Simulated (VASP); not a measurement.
A run of VASP 6.6.1 is set up as follows.

The input POSCAR:

```
Si
2.6205
    1.000016338447      0.000000000000      0.000000000000
   -0.500008169243      0.866039553291      0.000000000000
    0.000000000000      0.000000000000      0.941177023469
Si
1
Direct
    0.0000000000      0.0000000000      0.0000000000
```

INCAR.step1

```
SYSTEM = Si
ALGO = Normal
EDIFF = 1E-5
ENCUT = 500
GGA = PE
ISIF = 2
ISMEAR = 0
LASPH = .True.
LCHARG = .False.
LREAL = .False.
LWAVE = .True.
NBANDS = 8
NELM = 100
PREC = Accurate
SIGMA = 0.01
```

Contents of INCAR.step2:

```
SYSTEM = Si
AEXX = 0.5
ALGO = Normal
EDIFF = 1E-6
ENCUT = 500
HFRCUT = -1
ISIF = 2
ISMEAR = 0
ISTART = 1
LASPH = .True.
LCHARG = .False.
LHFCALC = .True.
LMIXTAU = .True.
LREAL = .False.
LWAVE = .False.
METAGGA = R2SCAN
NBANDS = 8
NELM = 100
PREC = Accurate
PRECFOCK = Fast
SIGMA = 0.01
```

Contents of KPOINTS:

```
k-points
0
Gamma
  6 6 6
  0 0 0
```

Potentials or basis: VASP PAW PBE potentials, release 54 (Si).

The run is started by

```bash
$ cat potpaw_PBE.54/Si/POTCAR > POTCAR
$ cp INCAR.step1 INCAR
$ mpirun -np 1 vasp_std > vasp.out
$ cp INCAR.step2 INCAR
$ mpirun -np 1 vasp_std > vasp.out
```

Task: Estimate the pressure.

Result: -1.2 GPa.

Task: Predict the band gap on the k mesh.

Result: None (metal or under the smearing width).

Stress tensor (GPa, compression positive):
```
-3.60  0.00  0.00
 0.00 -3.60  0.00
 0.00  0.00  3.64
```

Caveat: the k mesh is coarse (spacing up to 0.46 Å⁻¹), so the values aren't converged, least of all with exact exchange; the PAW data sets were made with another functional, which shifts forces and pressure a little.
